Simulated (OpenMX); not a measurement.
Crystal: SnSe.

```xyz
8
Lattice="11.4200 0.0000 0.0000 0.0000 4.1900 0.0000 0.0000 0.0000 4.4600" Properties=species:S:1:pos:R:3 pbc="T T T"
Sn   10.0153    3.1425    4.0541
Sn    7.1147    1.0475    1.8241
Sn    4.3053    3.1425    2.6359
Sn    1.4047    1.0475    0.4059
Se    7.3431    3.1425    4.3886
Se    9.7869    1.0475    2.1586
Se    1.6331    3.1425    2.3014
Se    4.0769    1.0475    0.0714
```

- Program: OpenMX 3.8.5
- Task: single point
- Functional: PBE
- Potentials or basis: OpenMX 2013 PBE set, Sn7.0-s3p2d2, Se7.0-s3p2d2, grid cutoff 500 Ry
- k mesh: 3 × 7 × 7
- Occupations: fermi-dirac, width 0.05 eV
- Spin: no spin polarisation

On this cell: pressure 3.3 GPa; largest force 0.470 eV/Å; band gap on the k mesh 0.76 eV, indirect (least direct gap 0.81 eV).

The same run follows on a disturbed copy (atoms moved at random, drawn with an rms of 0.05 Å):

```
CELL_PARAMETERS angstrom
11.42000 0.00000 0.00000
0.00000 4.19000 0.00000
0.00000 0.00000 4.46000
ATOMIC_POSITIONS crystal
Sn 0.87532 0.75014 0.90992
Sn 0.62557 0.24558 0.41107
Sn 0.37286 0.74919 0.59463
Sn 0.12656 0.26253 0.08547
Se 0.64479 0.76315 0.98880
Se 0.85588 0.25954 0.48444
Se 0.14295 0.75453 0.50909
Se 0.36049 0.23136 0.01167
```

Q: What changes?

A: The energy moves by +13.7 meV/atom; pressure 4.1 GPa; largest force 0.896 eV/Å; band gap on the k mesh 0.82 eV, indirect (least direct gap 0.87 eV).

Forces on the atoms (eV/Å):
```
Sn   0.689  0.079  0.113
Sn  -0.770  0.176  0.189
Sn   0.822 -0.203 -0.293
Sn  -0.498 -0.077 -0.152
Se  -0.629 -0.206 -0.182
Se   0.728 -0.061 -0.070
Se  -0.676 -0.013  0.134
Se   0.343  0.306  0.260
```

Caveats: spin-orbit coupling is left out, which moves the levels of the heavy elements; an odd mesh through Γ misses points on the zone boundary, where band edges often lie; the basis of atomic orbitals isn't converged, which shifts pressures, moduli and gaps.
